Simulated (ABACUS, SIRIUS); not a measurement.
Zn: 6 runs at one level of theory

```
Zn
1.0
     2.67000    0.00000    0.00000
    -1.33500    2.31229    0.00000
     0.00000    0.00000    4.96600
Zn
2
Direct
  0.66667 0.33333 0.75000
  0.33333 0.66667 0.25000
```

Alike in all runs: task single point; functional PBE; k mesh 9 × 9 × 5; occupations fermi-dirac, width 0.05 eV; no spin polarisation; no spin-orbit coupling. Pressure is positive in compression and, in plane waves, holds the error of the finite cutoff.

```tsv
program and potentials	plane-wave cutoff (eV)	notes	pressure (GPa)
SIRIUS, PseudoDojo 0.4 PBE stringent (scalar relativistic)	1152	20 valence electrons an atom on average	-0.69
SIRIUS, JTH 2.0 PBE (PAW)	557	12 valence electrons an atom on average	-1.24
SIRIUS, in-house norm-conserving set, PBE (scalar relativistic)	1152	20 valence electrons an atom on average	-0.62
ABACUS, SG15 ONCV 1.2 PBE, plane waves	1143	20 valence electrons an atom on average	?
SIRIUS, GBRV 1.5 PBE (ultrasoft)	557	20 valence electrons an atom on average	-0.51
SIRIUS, SSSP 1.3.0 PBE efficiency	828	20 valence electrons an atom on average	-0.50
```

Problem. Estimate from the other rows what the run with ABACUS, SG15 ONCV 1.2 PBE, plane waves gave.

Solution. Pressure -0.70 GPa. The other rows, which needn't bracket it: pressure -1.24 to -0.50.
